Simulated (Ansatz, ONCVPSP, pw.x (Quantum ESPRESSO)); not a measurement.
## What a changed setting does to a pw.x run (sc Ta)

Potential: optimised norm-conserving Vanderbilt (ONCV), ONCVPSP 4.0.1, PBE; core [Kr] 4d10 4f14, reference 5s2 5p6 5d3 6s2; waves: 5s+6s: rc 1.80 bohr, ncon 3, nbas 8, qcut 6.4 1/bohr, 2 projectors; 5p: rc 2.00 bohr, ncon 3, nbas 7, qcut 7.1 1/bohr, 1 projector; 5d: rc 2.90 bohr, ncon 4, nbas 9, qcut 6 1/bohr, 2 projectors, debl 3 Ha; f scattering state at 0.04 Ha: rc 2.90 bohr, ncon 4, nbas 7, qcut 5.3 1/bohr, 2 projectors, debl 0.8 Ha; local part: polynomial inside 1.65 bohr (lpopt 5, dvloc0 -1 Ha); core correction: Teter function, fcfact 2.25, rcfact 1.55.

The reference run (k-mesh 12³, cutoffs 50/200 Ry, Fermi–Dirac 0.01 Ry, mixing_beta 0.4, conv_thr 1e-9, no spin) gives 1.02 GPa at 20.376 Å³/atom, where all-electron LAPW gives 1.79 GPa. This run, with its own iteration cap, changes smearing to mv.

```
&control
  calculation='scf', prefix='x', pseudo_dir='./', outdir='./tmp', tstress=.true., disk_io='none'
/
&system
  ibrav=0, nat=1, ntyp=1, ecutwfc=50, ecutrho=200, nbnd=14,
  occupations='smearing', smearing='mv', degauss=0.01
/
&electrons
  conv_thr=1e-09, mixing_beta=0.4, electron_maxstep=60
/
ATOMIC_SPECIES
Ta 1.0 Ta.UPF
CELL_PARAMETERS angstrom
  2.73132247 0.00000000 0.00000000
  0.00000000 2.73132247 0.00000000
  0.00000000 0.00000000 2.73132247
ATOMIC_POSITIONS crystal
Ta 0.0000 0.0000 0.0000
K_POINTS automatic
12 12 12 0 0 0
```

```bash
pw.x < Ta.scf.in > Ta.scf.out
```

Q: How does the run end?

A: It converges in 8 iterations; the free energy moves by +24.8 meV/atom and the pressure by -0.19 GPa. This scheme is built to cancel the term in the square of the width that Fermi–Dirac smearing leaves in the F of a metal.

```
Message from routine setup:
     using ibrav=0 with symmetry is DISCOURAGED, use correct ibrav instead
     lattice parameter (alat)  =       5.1615  a.u.
     unit-cell volume          =     137.5041 (a.u.)^3
     number of electrons       =        13.00
     number of Kohn-Sham states=           14
     kinetic-energy cutoff     =      50.0000  Ry
     charge density cutoff     =     200.0000  Ry
     scf convergence threshold =      1.0E-09
     Exchange-correlation= PBE
     number of k points=    84  Marzari-Vanderbilt smearing, width (Ry)=  0.0100
     iteration #  1     ecut=    50.00 Ry     beta= 0.40
     total energy              =    -124.55509892 Ry
     estimated scf accuracy    <       0.01558595 Ry
     iteration #  2     ecut=    50.00 Ry     beta= 0.40
     total energy              =    -124.55555290 Ry
     estimated scf accuracy    <       0.00366971 Ry
     iteration #  3     ecut=    50.00 Ry     beta= 0.40
     total energy              =    -124.55580361 Ry
     estimated scf accuracy    <       0.00034714 Ry
     [... 2 iterations left out ...]
     iteration #  6     ecut=    50.00 Ry     beta= 0.40
     total energy              =    -124.55581912 Ry
     estimated scf accuracy    <       0.00000002 Ry
     iteration #  7     ecut=    50.00 Ry     beta= 0.40
     total energy              =    -124.55581912 Ry
     estimated scf accuracy    <          2.0E-09 Ry
     iteration #  8     ecut=    50.00 Ry     beta= 0.40
     the Fermi energy is    15.7961 ev
!    total energy              =    -124.55581912 Ry
     estimated scf accuracy    <          6.9E-11 Ry
     smearing contrib. (-TS)   =       0.00038540 Ry
     The total energy is F=E-TS. E is the sum of the following terms:
     one-electron contribution =     -26.79632721 Ry
     hartree contribution      =      18.09384164 Ry
     xc contribution           =     -22.95285933 Ry
     ewald contribution        =     -92.90085962 Ry
     convergence has been achieved in   8 iterations
          total   stress  (Ry/bohr**3)                   (kbar)     P=        8.29
     Message from routine punch:
     Nothing written, as per user request (disk_io='none')
```

The run took about 6 s on one core of a shared host (Intel(R) Xeon(R) 6975P-C, 192 threads, 378 GiB, load 51).
